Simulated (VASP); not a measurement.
# MnSb (Fm-3m) in VASP: a series of runs

The runs below take MnSb through electric field gradients, with r2SCAN, PBE.

Everything below comes from runs of VASP 6.6.1. Logs are shortened: lines on timing, memory, paths and dates and some standing lists are left out, and cuts for length are marked.

## 1. Starting point

It takes space group Fm-3m (No. 225, cubic). Conventional cell: a = 5.572 Å, b = 5.572 Å, c = 5.572 Å, α = 90.00°, β = 90.00°, γ = 90.00°. Around Mn (site symmetry m-3m) lie 6 Sb at 2.79 Å. Around Sb (site symmetry m-3m) lie 6 Mn at 2.79 Å.

The cell comes from a database or a generator and needn't be the stable form of this composition.

## 2. Electric field gradients, r2SCAN, collinear spin, typed start

The input, POSCAR:

```
MnSb
1.0
    0.0000000000      2.7858175484      2.7858175484
    2.7858175484      0.0000000000      2.7858175484
    2.7858175484      2.7858175484      0.0000000000
Mn Sb
1 1
Direct
    0.0000000000      0.0000000000      0.0000000000
    0.5000000000      0.5000000000      0.5000000000
```

The input, INCAR.step1:

```
SYSTEM = MnSb
  PREC = Accurate
  ENCUT = 520
  ISMEAR = -1
  SIGMA = 0.03
  LREAL = .FALSE.
  LASPH = .TRUE.
  NELM = 150
  ISPIN = 2
  MAGMOM = 4 0
  LMAXMIX = 4
  NBANDS = 20
  GGA = PE
  ALGO = Normal
  EDIFF = 1E-4
  LWAVE = .TRUE.
  LCHARG = .FALSE.
```

The input, INCAR.step2:

```
SYSTEM = MnSb
  PREC = Accurate
  ENCUT = 520
  EDIFF = 1E-8
  ISMEAR = -1
  SIGMA = 0.03
  LREAL = .FALSE.
  LASPH = .TRUE.
  NELM = 150
  ALGO = Normal
  ISIF = 2
  LWAVE = .FALSE.
  LCHARG = .FALSE.
  ISPIN = 2
  MAGMOM = 4 0
  LORBIT = 11
  LMAXMIX = 4
  METAGGA = R2SCAN
  LMIXTAU = .TRUE.
  LEFG = .TRUE.
  NBANDS = 20
  ISTART = 1
```

The input, KPOINTS:

```
Automatic mesh
0
G
  11 11 11
  0 0 0
```

Potentials or basis: VASP PAW PBE potentials, release 64 (Mn_pv, Sb).

The run is started by

```
$ cat potpaw_PBE.64/Mn_pv/POTCAR potpaw_PBE.64/Sb/POTCAR > POTCAR
$ cp INCAR.step1 INCAR
$ mpirun -np 1 vasp_std > vasp.out
$ cp INCAR.step2 INCAR
$ mpirun -np 1 vasp_std > vasp.out
```

OUTCAR:

```text
SYSTEM = MnSb
   PREC = Accurate
   ENCUT = 520
   EDIFF = 1E-8
   ISMEAR = -1
   LREAL = .FALSE.
   LASPH = .TRUE.
   NELM = 150
   ISIF = 2
   ISPIN = 2
   LORBIT = 11
   METAGGA = R2SCAN
   ISTART = 1

 ion  position               nearest neighbor table
   1  0.000  0.000  0.000-   2 2.79   2 2.79   2 2.79   2 2.79   2 2.79   2 2.79
   2  0.500  0.500  0.500-   1 2.79   1 2.79   1 2.79   1 2.79   1 2.79   1 2.79

  LATTYP: Found a face centered cubic cell.
 ALAT       =     5.5716350968

  Lattice vectors:

 A1 = (   0.0000000000,   2.7858175484,   2.7858175484)
 A2 = (   2.7858175484,   0.0000000000,   2.7858175484)
 A3 = (   2.7858175484,   2.7858175484,   0.0000000000)

Analysis of symmetry for initial positions (statically):
=====================================================================
 Subroutine PRICEL returns:
 Original cell was already a primitive cell.

 Routine SETGRP: Setting up the symmetry group for a
 face centered cubic supercell.

 Subroutine GETGRP returns: Found 48 space group operations
 (whereof 48 operations were pure point group operations)
 out of a pool of 48 trial point group operations.

The static configuration has the point symmetry O_h .

Analysis of symmetry for dynamics (positions and initial velocities):
=====================================================================
 Subroutine PRICEL returns:
 Original cell was already a primitive cell.

 Routine SETGRP: Setting up the symmetry group for a
 face centered cubic supercell.

 Subroutine GETGRP returns: Found 48 space group operations
 (whereof 48 operations were pure point group operations)
 out of a pool of 48 trial point group operations.

The dynamic configuration has the point symmetry O_h .

Analysis of structural, dynamic, and magnetic symmetry:
=====================================================================
 Subroutine PRICEL returns:
 Original cell was already a primitive cell.

 Routine SETGRP: Setting up the symmetry group for a
 face centered cubic supercell.

 Subroutine GETGRP returns: Found 48 space group operations
 (whereof 48 operations were pure point group operations)
 out of a pool of 48 trial point group operations.

The overall configuration has the point symmetry O_h .

 Subroutine INISYM returns: Found 48 space group operations
 (whereof 48 operations are pure point group operations),
 and found     1 'primitive' translations

----------------------------------------------------------------------------------------

                                     Primitive cell

  volume of cell :      43.2402

  direct lattice vectors                    reciprocal lattice vectors
     0.000000000  2.785817548  2.785817548    -0.179480526  0.179480526  0.179480526
     2.785817548  0.000000000  2.785817548     0.179480526 -0.179480526  0.179480526
     2.785817548  2.785817548  0.000000000     0.179480526  0.179480526 -0.179480526

  length of vectors
     3.939740959  3.939740959  3.939740959     0.310869391  0.310869391  0.310869391

  position of ions in fractional coordinates (direct lattice)
     0.000000000  0.000000000  0.000000000
     0.500000000  0.500000000  0.500000000

  ion indices of the primitive-cell ions
   primitive index   ion index
                 1           1
                 2           2

----------------------------------------------------------------------------------------

 KPOINTS: Automatic mesh

Automatic generation of k-mesh.
 Grid dimensions read from file:
 generate k-points for:   11   11   11

 Generating k-lattice:

  Cartesian coordinates                     Fractional coordinates (reciprocal lattice)
    -0.016316411  0.016316411  0.016316411     0.090909091  0.000000000  0.000000000
     0.016316411 -0.016316411  0.016316411     0.000000000  0.090909091  0.000000000
[... 60 lines left out ...]
   EDIFFG = 0.1E-06   stopping-criterion for IOM
   NSW    =      0    number of steps for IOM
   IBRION =     -1    ionic relax: 0-MD 1-quasi-New 2-CG
   NFREE  =      0    steps in history (QN), initial steepest desc. (CG)
   ISIF   =      2    stress and relaxation
   ISYM   =      2    0-nonsym 1-usesym 2-fastsym
   POTIM  = 0.5000    time-step for ionic-motion
   TEBEG  =    0.0;   TEEND  =   0.0 temperature during run
   PSTRESS=    0.0 pullay stress
   NELECT =      18.0000    total number of electrons
   NUPDOWN=      -1.0000    fix difference up-down
   EMIN   =  10.00;   EMAX   =-10.00  energy-range for DOS
   EFERMI =   0.00;   METHOD = LEGACY
   ISMEAR =    -1;   SIGMA  =   0.03  broadening in eV -4-tet -1-fermi 0-gaus
   EFERMI_NEDOS =   21; number of points for ismear=-14 and -15
   IALGO  =     38    algorithm
   IMIX   =      4    mixing-type and parameters
     AMIX     =   0.40;   BMIX     =  1.00
     AMIX_MAG =   1.60;   BMIX_MAG =  1.00
  volume/ion in A,a.u.               =      21.62       145.90
  Fermi-wavevector in a.u.,A,eV,Ry     =   1.222371  2.309946 20.329697  1.494191
  Thomas-Fermi vector in A             =   2.357520
   LORBIT       =     11    0 simple, 1 ext, 2 COOP (PROOUT), +10 PAW based schemes
   METAGGA = R2SCAN    functional components
   LHFCALC =     F    Hartree Fock is set to
   AEXX    =    0.0000 exact exchange contribution
   IVDW    =     0    specifies the selected vdW correction
   LEPSILON=     F    determine dielectric tensor
   LRPA    =     F    only Hartree local field effects (RPA)
 spin polarized calculation
  energy-cutoff  :      520.00
  volume of cell :       43.24
 maximum number of plane-waves:      1211
 NGX is ok and might be reduce to    30

 number of electron      17.9999991 magnetization       4.0150384

 Free energy of the ion-electron system (eV)
  ---------------------------------------------------
  ext. energy  EPLUGINS =         0.00000000
  ---------------------------------------------------
  free energy    TOTEN  =       -40.82165540 eV

  energy without entropy =      -40.81984137  energy(sigma->0) =      -40.82074838

 E-fermi :   7.7615     XC(G=0): -11.2377

 val. band max:        7.7577256931   @ k =   0.0909   0.0000   0.0000
 cond. band min:       7.7907984532   @ k =  -0.2727   0.3636   0.0909
 fundamental gap:      0.0330727602
 Fermi energy:         7.7615367099

 spin component 1

 k-point     1 :       0.0000    0.0000    0.0000
  band No.  band energies     occupation
      1     -45.2758      1.00000
      2     -45.2758      1.00000
      3     -45.2757      1.00000
      4      -4.2629      1.00000
      5       3.8200      1.00000
      6       3.8200      1.00000
[... 541 lines left out ...]
     19      21.0675      0.00000
     20      21.7187      0.00000

 [... further k-points ...]

 spin component 2

 k-point     1 :       0.0000    0.0000    0.0000
  band No.  band energies     occupation
      1     -39.7322      1.00000
      2     -39.7320      1.00000
      3     -39.7318      1.00000
      4      -4.4255      1.00000
      5       8.3222      0.00000
      6       8.3223      0.00000
[... 541 lines left out ...]
     19      21.6476      0.00000
     20      22.5069      0.00000

 [... further k-points ...]

------------------------ aborting loop because EDIFF is reached ----------------------------------------

  FORCE on cell =-STRESS in cart. coord.  units (eV):
  Direction    XX          YY          ZZ          XY          YZ          ZX
  --------------------------------------------------------------------------------------
  -------------------------------------------------------------------------------------
  Total        0.6700450      0.6700450      0.6700450     -0.0000000      0.0000000     -0.0000000
  in kB       24.8271321     24.8271321     24.8271321     -0.0000000      0.0000000     -0.0000000
  external PRESSURE =      24.8271321 kB  Pullay stress =       0.0000000 kB

 VOLUME and BASIS-vectors are now :
 -----------------------------------------------------------------------------
  energy-cutoff  :      520.00
  volume of cell :       43.24
      direct lattice vectors                 reciprocal lattice vectors
     0.000000000  2.785817548  2.785817548    -0.179480526  0.179480526  0.179480526
     2.785817548  0.000000000  2.785817548     0.179480526 -0.179480526  0.179480526
     2.785817548  2.785817548  0.000000000     0.179480526  0.179480526 -0.179480526

 POSITION                                       TOTAL-FORCE (eV/Angst)
 -----------------------------------------------------------------------------------
      0.00000      0.00000      0.00000         0.000000     -0.000000      0.000000
      2.78582      2.78582      2.78582         0.000000      0.000000     -0.000000
 -----------------------------------------------------------------------------------
    total drift:                               -0.000000      0.000000      0.000000

  FREE ENERGIE OF THE ION-ELECTRON SYSTEM (eV)
  ---------------------------------------------------
  free  energy   TOTEN  =       -40.8216554035 eV

  energy  without entropy=      -40.8198413663  energy(sigma->0) =      -40.82074838

 Electric field gradients (V/A^2)
---------------------------------------------------------------------
 ion       V_xx      V_yy      V_zz      V_xy      V_xz      V_yz
---------------------------------------------------------------------
   1      -0.000    -0.000    -0.000     0.004     0.004     0.004
   2      -0.000     0.000     0.000     0.000     0.000     0.000
---------------------------------------------------------------------

 Electric field gradients after diagonalization (V/A^2)
 (convention: |V_zz| > |V_xx| > |V_yy|)
----------------------------------------------------------------------
 ion       V_xx      V_yy      V_zz     asymmetry (V_yy - V_xx)/ V_zz
----------------------------------------------------------------------
   1      -0.004    -0.004     0.009       0.000
   2      -0.000    -0.000     0.000       0.000
----------------------------------------------------------------------

           NMR quadrupolar parameters

 Cq : quadrupolar parameter    Cq=e*Q*V_zz/h
 eta: asymmetry parameters     (V_yy - V_xx)/ V_zz
 Q  : nuclear electric quadrupole moment in mb (millibarn)
----------------------------------------------------------------------
 ion       Cq(MHz)       eta       Q (mb)
----------------------------------------------------------------------
   1       0.000       0.000       1.000
   2       0.000       0.000       1.000
----------------------------------------------------------------------

 total charge

# of ion       s       p       d       tot
------------------------------------------
    1        0.303   6.200   4.940  11.442
    2        1.126   1.359   0.033   2.517
--------------------------------------------------
tot          1.428   7.559   4.973  13.960

 magnetization (x)

# of ion       s       p       d       tot
------------------------------------------
    1        0.085   0.043   3.925   4.053
    2        0.011  -0.199   0.012  -0.176
--------------------------------------------------
tot          0.096  -0.155   3.936   3.878
```

Wall time 4.2 min (1 thread of Intel Xeon Platinum 8488C (Sapphire Rapids), shared host); peak memory 0.25 GiB.

What came out:

| Property | Result |
| --- | --- |
| Free energy | -40.8217 eV |
| Pressure | 2.5 GPa |
| Band gap on the k mesh | none (metal or under the smearing width) |
| Net moment | 4.02 μB per cell |
| Site moments | Mn +4.05; Sb -0.18 μB |
| Valence electrons inside the program's atomic spheres | Mn 11.44; Sb 2.52 |

Electric field gradients, principal values (V/Å²):
| atom | Vxx | Vyy | Vzz |
| --- | --- | --- | --- |
| 1 Mn | -0.004 | -0.004 | 0.009 |
| 2 Sb | 0.000 | 0.000 | 0.000 |

Caveat: the PAW data sets were made with another functional, which shifts forces and pressure a little; a cell with one magnetic atom can't hold antiferromagnetic order, which such compounds often take. Spin-orbit coupling is left out, which matters for the levels of Sb.

## 3. Electric field gradients, PBE, collinear spin, typed start (volume scaled by 1.04)

The input, INCAR:

```
SYSTEM = MnSb
  PREC = Accurate
  ENCUT = 520
  EDIFF = 1E-8
  ISMEAR = -1
  SIGMA = 0.03
  LREAL = .False.
  LASPH = .True.
  NELM = 150
  ALGO = Fast
  ISIF = 2
  LWAVE = .False.
  LCHARG = .False.
  ISPIN = 2
  MAGMOM = 4 0
  LORBIT = 11
  LMAXMIX = 4
  GGA = PE
  LEFG = .True.
  NBANDS = 20
```

The input, KPOINTS:

```
regular mesh
0
Gamma
  11 11 11
  0 0 0
```

The input, POSCAR:

```
MnSb
1.0
    0.0000000000      2.8224772334      2.8224772334
    2.8224772334      0.0000000000      2.8224772334
    2.8224772334      2.8224772334      0.0000000000
Mn Sb
1 1
Direct
    0.0000000000      0.0000000000      0.0000000000
    0.5000000000      0.5000000000      0.5000000000
```

Potentials or basis: VASP PAW PBE potentials, release 64 (Mn_pv, Sb).

The run is started by

```
$ cat potpaw_PBE.64/Mn_pv/POTCAR potpaw_PBE.64/Sb/POTCAR > POTCAR
$ mpirun -np 1 vasp_std > vasp.out
```

OUTCAR:

```text
SYSTEM = MnSb
   PREC = Accurate
   ENCUT = 520
   EDIFF = 1E-8
   ISMEAR = -1
   LREAL = .False.
   LASPH = .True.
   NELM = 150
   ISIF = 2
   ISPIN = 2
   LORBIT = 11
   GGA = PE

 ion  position               nearest neighbor table
   1  0.000  0.000  0.000-   2 2.82   2 2.82   2 2.82   2 2.82   2 2.82   2 2.82
   2  0.500  0.500  0.500-   1 2.82   1 2.82   1 2.82   1 2.82   1 2.82   1 2.82

  LATTYP: Found a face centered cubic cell.
 ALAT       =     5.6449544668

  Lattice vectors:

 A1 = (   0.0000000000,   2.8224772334,   2.8224772334)
 A2 = (   2.8224772334,   0.0000000000,   2.8224772334)
 A3 = (   2.8224772334,   2.8224772334,   0.0000000000)

Analysis of symmetry for initial positions (statically):
=====================================================================
 Subroutine PRICEL returns:
 Original cell was already a primitive cell.

 Routine SETGRP: Setting up the symmetry group for a
 face centered cubic supercell.

 Subroutine GETGRP returns: Found 48 space group operations
 (whereof 48 operations were pure point group operations)
 out of a pool of 48 trial point group operations.
[... 1322 lines left out ...]
    total drift:                               -0.000000      0.000000      0.000000

  FREE ENERGIE OF THE ION-ELECTRON SYSTEM (eV)
  ---------------------------------------------------
  free  energy   TOTEN  =       -12.8474336981 eV

  energy  without entropy=      -12.8444624224  energy(sigma->0) =      -12.84594806

 Electric field gradients (V/A^2)
---------------------------------------------------------------------
 ion       V_xx      V_yy      V_zz      V_xy      V_xz      V_yz
---------------------------------------------------------------------
   1      -0.000     0.000    -0.000     0.003     0.003     0.003
   2       0.000    -0.000    -0.000     0.000     0.000     0.000
---------------------------------------------------------------------

 Electric field gradients after diagonalization (V/A^2)
 (convention: |V_zz| > |V_xx| > |V_yy|)
----------------------------------------------------------------------
 ion       V_xx      V_yy      V_zz     asymmetry (V_yy - V_xx)/ V_zz
----------------------------------------------------------------------
   1      -0.003    -0.003     0.007       0.000
   2      -0.000    -0.000     0.000       0.000
----------------------------------------------------------------------

           NMR quadrupolar parameters

 Cq : quadrupolar parameter    Cq=e*Q*V_zz/h
 eta: asymmetry parameters     (V_yy - V_xx)/ V_zz
 Q  : nuclear electric quadrupole moment in mb (millibarn)
----------------------------------------------------------------------
 ion       Cq(MHz)       eta       Q (mb)
----------------------------------------------------------------------
   1       0.000       0.000       1.000
   2       0.000       0.000       1.000
----------------------------------------------------------------------

 total charge

# of ion       s       p       d       tot
------------------------------------------
    1        0.276   6.174   4.981  11.431
    2        1.147   1.283   0.032   2.462
--------------------------------------------------
tot          1.423   7.457   5.013  13.893

 magnetization (x)

# of ion       s       p       d       tot
------------------------------------------
    1        0.074   0.034   3.689   3.797
    2        0.015  -0.136   0.010  -0.111
--------------------------------------------------
tot          0.089  -0.102   3.699   3.686
```

OSZICAR:

```text
N       E                     dE             d eps       ncg     rms          rms(c)
DAV:   1     0.129333508940E+03    0.12933E+03   -0.94165E+03  4624   0.875E+02
DAV:   2    -0.864211135755E+01   -0.13798E+03   -0.13134E+03  4596   0.252E+02
DAV:   3    -0.138546384563E+02   -0.52125E+01   -0.51595E+01  5324   0.544E+01
[... 12 lines left out ...]
RMM:  16    -0.128474337794E+02   -0.59549E-06   -0.14561E-06  5449   0.934E-03    0.173E-03
RMM:  17    -0.128474337066E+02    0.72740E-07   -0.20839E-07  5776   0.334E-03    0.845E-04
RMM:  18    -0.128474336796E+02    0.26997E-07   -0.34402E-08  4852   0.127E-03    0.618E-04
RMM:  19    -0.128474336935E+02   -0.13870E-07   -0.65915E-09  3248   0.639E-04    0.148E-04
RMM:  20    -0.128474336981E+02   -0.45352E-08   -0.21581E-09  2896   0.367E-04
   1 F= -.12847434E+02 E0= -.12845948E+02  d E =-.297128E-02  mag=     3.8603
```

Wall time 2.5 min (1 thread of Intel Xeon Platinum 8488C (Sapphire Rapids), shared host); peak memory 0.23 GiB.

What came out:

- Free energy: -12.8474 eV
- Pressure: -2.1 GPa
- Band gap on the k mesh: none (metal or under the smearing width)
- Net moment: 3.86 μB per cell
- Site moments: Mn +3.80; Sb -0.11 μB
- Valence electrons inside the program's atomic spheres: Mn 11.43; Sb 2.46

Levels at points of the mesh, in eV from the Fermi level:
Spin up:
```
           k point  band 7  band 8  band 9  band 10  band 11  band 12  band 13  band 14  band 15  band 16
(0.00, 0.00, 0.00)   -3.10   -2.85   -2.85     1.21     1.21     1.21     4.56     8.01     8.01     8.01
```
Spin down:
```csv
k point,band 4,band 5,band 6,band 7,band 8,band 9,band 10,band 11
"(0.00, 0.00, 0.00)",-11.30,0.14,0.14,0.28,0.28,0.28,1.18,1.18
```

Electric field gradients, principal values (V/Å²):
```
atom     Vxx     Vyy    Vzz
1 Mn  -0.003  -0.003  0.007
2 Sb   0.000   0.000  0.000
```

Caveat: a cell with one magnetic atom can't hold antiferromagnetic order, which such compounds often take. Spin-orbit coupling is left out, which matters for the levels of Sb.

(Part 1 of 2 ends here.)
